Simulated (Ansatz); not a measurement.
CaF₂: pressure and gap against volume

A database entry relaxed whole under r2SCAN (Fm-3m):

```
Ca F
1.0
     0.00000    2.72014    2.72014
     2.72014    0.00000    2.72014
     2.72014    2.72014    0.00000
Ca F
1 2
Direct
  0.00000 0.00000 0.00000
  0.25000 0.25000 0.25000
  0.75000 0.75000 0.75000
```

The cell was scaled uniformly, its shape held, and the atoms relaxed at each volume with plane-wave PAW DFT (Ansatz 0.2.0; r2SCAN, 500 eV, 10×10×10 Γ-centred mesh, fermi-dirac occupations of width 0.020 eV; no spin, no spin-orbit coupling). One row is withheld.

| volume (Å³/atom) | energy over the lowest (meV/atom) | pressure (GPa) | gap over mesh and path (eV) |
| --- | --- | --- | --- |
| 12.613 | 15.2 | 6.39 | 8.408 |
| 12.881 | 6.5 | 4.02 | 8.277 |
| 13.149 | 1.6 | 1.91 | 8.150 |
| 13.418 | 0.0 | 0.01 | 8.028 |
| 13.686 | ? | ? | ? |
| 13.955 | 5.6 | -3.21 | 7.796 |
| 14.223 | 12.1 | -4.57 | 7.686 |

Fit the pressures of the other rows to the third-order Birch-Murnaghan form.

With f = [(V₀/V)^(2/3) − 1]/2 and P = 3B₀f(1 + 2f)^(5/2)[1 + 3(B₀′ − 4)f/2], least squares gives V₀ = 13.42 Å³ an atom, B₀ = 89.6 GPa and B₀′ = 4.5; the rows miss the fit by less than 0.01 GPa. The slope of the energies differs from these pressures by less than 0.05 GPa.

How does the gap move with volume?

A parabola in ln(V/V₀) through the other rows has the slope dE_g/d ln V = -6.0 eV at V₀, so by B₀ the gap moves by +67 meV a GPa: it widens under pressure.

What does the withheld row hold?

The fit gives -1.69 GPa at 13.686 Å³; the run gave -1.69 GPa and 1.4 meV an atom. Its gap is 7.909 eV, against 7.910 eV from the parabola.

Caveats: the shape of the cell was held; 0 K, fixed nuclei; the symmetry was kept, and this need not be the phase that is stable at 0 K; one mesh for all volumes; r2SCAN gaps lie as a rule under measured ones; the slope of the gap can be off by tens of per cent, more where shallow d levels or spin-orbit coupling act on the edges; pressure is positive in compression.
